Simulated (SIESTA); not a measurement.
Zn:

```
Zn
1.0
    -1.56904    1.56904    1.56904
     1.56904   -1.56904    1.56904
     1.56904    1.56904   -1.56904
Zn
1
Direct
  0.00000 0.00000 0.00000
```

This isn't the form of Zn at room conditions, which is hcp.

| Quantity | Value |
| --- | --- |
| Program | SIESTA 5.4.2 |
| Task | relaxation of cell and atoms |
| Functional | PBEsol |
| Potentials or basis | PseudoDojo 0.4 standard (PBEsol files) |
| Basis | DZP (energy shift 0.003 Ry; two zetas on semicore shells) |
| Grid cutoff | 800 Ry |
| Energy shift | 0.003 Ry |
| k mesh | 9 × 9 × 9 |
| Occupations | fermi-dirac, width 0.05 eV |
| Spin | no spin polarisation |

At the start: pressure -9.6 GPa; volume 15.45 Å³/atom.

Question: How do energy, volume and symmetry change on relaxing?

Answer: Over 4 steps the energy falls by 52.7 meV/atom and the volume is 13.92 Å³/atom (-9.9 %); space group Im-3m (No. 229, to 0.05 Å).

Step by step:
```tsv
step	energy change (eV)	largest force (eV/Å)	pressure (GPa)	volume (Å³)
1	0.0000	0.0000	-9.59	15.45
2	-0.0295	0.0000	-6.26	14.85
3	-0.0527	0.0000	0.22	13.89
4	-0.0527	0.0000	-0.07	13.92
```

Final structure:
```xyz
1
Lattice="-1.5156 1.5155 1.5155 1.5155 -1.5156 1.5155 1.5155 1.5155 -1.5156" Properties=species:S:1:pos:R:3 pbc="T T T"
Zn    0.0000    0.0000    0.0000
```

Caveat: short orbitals over semicore shells can move pressures by several GPa; the basis of atomic orbitals isn't converged, which shifts pressures, moduli and gaps.
